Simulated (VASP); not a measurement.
Level of theory: PBE GGA, VASP's PBE PAW potentials (set 64) (plane waves; VASP).

The input files of a VASP run:

KPOINTS:
```
Automatic mesh
0
gamma
 9 9 9
0 0 0
```

### INCAR
```
NSW=40   ! most ionic steps
PREC=Accurate
EDIFF=1E-6   ! SCF stop (eV)
ALGO=Normal   ! blocked Davidson
LWAVE=.FALSE.
PSTRESS=200   ! kbar
NELM=100   ! most electronic steps
ISIF=3   ! ions, shape and volume
EDIFFG=-0.02   ! ionic stop
ISMEAR=0
SIGMA=0.05
LCHARG=.FALSE.
GGA=PE
IBRION=2
ENCUT=620
LASPH=.TRUE.
LREAL=.FALSE.
SYSTEM=Li2O
```

File POSCAR:
```
Li2O
1.0
  0.0000000000   2.2331803892   2.2331803892
  2.2331803892   0.0000000000   2.2331803892
  2.2331803892   2.2331803892   0.0000000000
Li O
2 1
Cart
  1.1165901946   1.1165901946   1.1165901946
  3.3497705838   3.3497705838   3.3497705838
  0.0000000000   0.0000000000   0.0000000000
```

POTCAR, in this order: Li_sv O (PBE.64 set). Program: vasp_std.

The resulting files:

OUTCAR:
```
 ion  position               nearest neighbor table
   1  0.250  0.250  0.250-   3 1.93   3 1.93   3 1.93   3 1.93   2 2.23   2 2.23   2 2.23   2 2.23
                             2 2.23   2 2.23
   2  0.750  0.750  0.750-   3 1.93   3 1.93   3 1.93   3 1.93   1 2.23   1 2.23   1 2.23   1 2.23
                             1 2.23   1 2.23
   3  0.000  0.000  0.000-   2 1.93   2 1.93   2 1.93   1 1.93   2 1.93   1 1.93   1 1.93   1 1.93
  LATTYP: Found a face centered cubic cell.
 ALAT       =     4.4663607784
 Subroutine PRICEL returns:
 Original cell was already a primitive cell.
 Subroutine GETGRP returns: Found 48 space group operations
The static configuration has the point symmetry O_h .
The dynamic configuration has the point symmetry O_h .
 Subroutine INISYM returns: Found 48 space group operations
 Subroutine IBZKPT returns following result:
 Found     35 irreducible k-points:

 Following reciprocal coordinates:
            Coordinates               Weight
  0.000000  0.000000  0.000000      1.000000
  0.111111  0.000000  0.000000      8.000000
  0.222222  0.000000  0.000000      8.000000
  0.333333  0.000000  0.000000      8.000000
  0.444444  0.000000  0.000000      8.000000
  0.111111  0.111111  0.000000      6.000000
  0.222222  0.111111  0.000000     24.000000
  0.333333  0.111111  0.000000     24.000000
  0.444444  0.111111  0.000000     24.000000
 -0.444444  0.111111  0.000000     24.000000
 -0.333333  0.111111  0.000000     24.000000
 -0.222222  0.111111  0.000000     24.000000
 -0.111111  0.111111  0.000000     12.000000
  0.222222  0.222222  0.000000      6.000000
  0.333333  0.222222  0.000000     24.000000
  0.444444  0.222222  0.000000     24.000000
 -0.444444  0.222222  0.000000     24.000000
 -0.333333  0.222222  0.000000     24.000000
 -0.222222  0.222222  0.000000     12.000000
  0.333333  0.333333  0.000000      6.000000
  0.444444  0.333333  0.000000     24.000000
 -0.444444  0.333333  0.000000     24.000000
 -0.333333  0.333333  0.000000     12.000000
  0.444444  0.444444  0.000000      6.000000
 -0.444444  0.444444  0.000000     12.000000
  0.333333  0.222222  0.111111     24.000000
  0.444444  0.222222  0.111111     48.000000
 -0.444444  0.222222  0.111111     48.000000
  0.444444  0.333333  0.111111     24.000000
 -0.444444  0.333333  0.111111     48.000000
 -0.333333  0.333333  0.111111     48.000000
 -0.222222  0.333333  0.111111     24.000000
 -0.444444  0.444444  0.111111     24.000000
 -0.333333  0.444444  0.111111     24.000000
 -0.333333  0.444444  0.222222     24.000000
   k-points           NKPTS =     35   k-points in BZ     NKDIM =     35   number of bands    NBANDS=     10
   number of dos      NEDOS =    301   number of ions     NIONS =      3
   total plane-waves  NPLWV =  21952
   dimension x,y,z NGX =    28 NGY =   28 NGZ =   28
   dimension x,y,z NGXF=    56 NGYF=   56 NGZF=   56
   ions per type =               2   1
   PREC   = accura    normal or accurate (medium, high low for compatibility)
   ISTART =      0    job   : 0-new  1-cont  2-samecut
   ICHARG =      2    charge: 1-file 2-atom 10-const
   ISPIN  =      1    spin polarized calculation?
   LNONCOLLINEAR =      F non collinear calculations
   LSORBIT =      F    spin-orbit coupling
   INIWAV =      1    electr: 0-lowe 1-rand  2-diag
   ENCUT  =  620.0 eV  45.57 Ry    6.75 a.u.   6.41  6.41  6.41*2*pi/ulx,y,z
   NELM   =    100;   NELMIN=  2; NELMDL= -5     # of ELM steps
   EDIFF  = 0.1E-05   stopping-criterion for ELM
   LREAL  =      F    real-space projection
   NLSPLINE    = F    spline interpolate recip. space projectors
   LMAXMIX     =    2 max onsite mixed and CHGCAR
   VOSKOWN=      0    Vosko Wilk Nusair interpolation
   EDIFFG = -.2E-01   stopping-criterion for IOM
...
```

OSZICAR:
```
       N       E                     dE             d eps       ncg     rms          rms(c)
DAV:   1     0.483587813787E+02    0.48359E+02   -0.68938E+03   700   0.146E+03
DAV:   2    -0.106702097143E+02   -0.59029E+02   -0.56233E+02   820   0.258E+02
DAV:   3    -0.159742693042E+02   -0.53041E+01   -0.52833E+01  1250   0.679E+01
DAV:   4    -0.160775638191E+02   -0.10329E+00   -0.10325E+00   954   0.983E+00
DAV:   5    -0.160778373137E+02   -0.27349E-03   -0.27347E-03  1026   0.513E-01    0.758E+00
DAV:   6    -0.142879428376E+02    0.17899E+01   -0.92325E+00   706   0.201E+01    0.270E+00
DAV:   7    -0.142702467095E+02    0.17696E-01   -0.17986E-01   798   0.391E+00    0.150E+00
DAV:   8    -0.142729985963E+02   -0.27519E-02   -0.57907E-02   856   0.302E+00    0.354E-01
DAV:   9    -0.142718540904E+02    0.11445E-02   -0.82100E-03   880   0.830E-01    0.107E-01
DAV:  10    -0.142722468411E+02   -0.39275E-03   -0.93404E-04   760   0.266E-01    0.401E-02
DAV:  11    -0.142722371557E+02    0.96855E-05   -0.33158E-05   958   0.781E-02    0.947E-03
DAV:  12    -0.142722386996E+02   -0.15439E-05   -0.40220E-06   864   0.208E-02    0.208E-03
DAV:  13    -0.142722387423E+02   -0.42711E-07   -0.49127E-07   570   0.834E-03
   1 F= -.11491752E+02 E0= -.11491752E+02  d E =-.114918E+02
       N       E                     dE             d eps       ncg     rms          rms(c)
DAV:   1    -0.144227070572E+02   -0.15047E+00   -0.56516E+00   724   0.243E+01    0.415E+00
DAV:   2    -0.141571239560E+02    0.26558E+00   -0.15286E+00   710   0.101E+01    0.125E+00
DAV:   3    -0.141467627220E+02    0.10361E-01   -0.27188E-02   834   0.182E+00    0.749E-01
DAV:   4    -0.141421260340E+02    0.46367E-02   -0.98482E-03  1226   0.859E-01    0.870E-02
DAV:   5    -0.141420669156E+02    0.59118E-04   -0.47507E-04   776   0.275E-01    0.264E-02
DAV:   6    -0.141420744435E+02   -0.75279E-05   -0.67472E-05  1058   0.857E-02    0.884E-03
DAV:   7    -0.141420738867E+02    0.55674E-06   -0.17363E-06   638   0.187E-02
   2 F= -.11543422E+02 E0= -.11543422E+02  d E =-.516697E-01
       N       E                     dE             d eps       ncg     rms          rms(c)
DAV:   1    -0.141294376536E+02    0.12637E-01   -0.40565E-02   724   0.202E+00    0.351E-01
DAV:   2    -0.141275318194E+02    0.19058E-02   -0.10975E-02   712   0.861E-01    0.103E-01
DAV:   3    -0.141274616575E+02    0.70162E-04   -0.18714E-04   846   0.153E-01    0.621E-02
DAV:   4    -0.141274276021E+02    0.34055E-04   -0.68266E-05  1202   0.720E-02    0.732E-03
DAV:   5    -0.141274272781E+02    0.32400E-06   -0.48494E-06   752   0.258E-02
   3 F= -.11543795E+02 E0= -.11543795E+02  d E =-.520431E-01
```

**OUTCAR**
```
------------------------ aborting loop because EDIFF is reached ----------------------------------------
  FORCE on cell =-STRESS in cart. coord.  units (eV):
  Direction    XX          YY          ZZ          XY          YZ          ZX
  --------------------------------------------------------------------------------------
  Total        2.5743190      2.5743190      2.5743190      0.0000000      0.0000000     -0.0000000
  in kB      199.2790621    199.2790621    199.2790621      0.0000000      0.0000000     -0.0000000
  external PRESSURE =      -0.7209379 kB  Pullay stress =     200.0000000 kB
  volume of cell :       20.70
      direct lattice vectors                 reciprocal lattice vectors
    -0.000000000  2.179183274  2.179183274    -0.229443758  0.229443758  0.229443758
     2.179183274 -0.000000000  2.179183274     0.229443758 -0.229443758  0.229443758
     2.179183274  2.179183274 -0.000000000     0.229443758  0.229443758 -0.229443758
 POSITION                                       TOTAL-FORCE (eV/Angst)
 -----------------------------------------------------------------------------------
      1.08959      1.08959      1.08959         0.000000      0.000000      0.000000
      3.26877      3.26877      3.26877        -0.000000     -0.000000     -0.000000
     -0.00000      0.00000      0.00000        -0.000000     -0.000000      0.000000
 -----------------------------------------------------------------------------------
    total drift:                                0.000000      0.000000      0.000000
  FREE ENERGIE OF THE ION-ELECTRON SYSTEM (eV)
  ---------------------------------------------------
  free  energy   TOTEN  =       -14.1274272781 eV

  energy  without entropy=      -14.1274272781  energy(sigma->0) =      -14.12742728
  enthalpy is  TOTEN    =       -11.5437951310 eV   P V=        2.5836321471

 reached required accuracy - stopping structural energy minimisation
```
(Selected blocks of OUTCAR.)

File CONTCAR:
```
Li2O
   1.00000000000000
    -0.0000000000000000    2.1791832741281856    2.1791832741281856
     2.1791832741281856   -0.0000000000000000    2.1791832741281856
     2.1791832741281856    2.1791832741281856   -0.0000000000000000
  Li              O
     2     1
Direct
     0.2500000000000000    0.2500000000000000    0.2500000000000000
     0.7500000000000000    0.7500000000000000    0.7500000000000000
     0.0000000000000000    0.0000000000000000    0.0000000000000000
```

Energy and stress use the plane-wave basis of the starting cell.

The compound is Li2O in the antifluorite structure. This run relaxes it under an external pressure of 20 GPa. Symmetry was kept, so distortions that lower it aren't found.
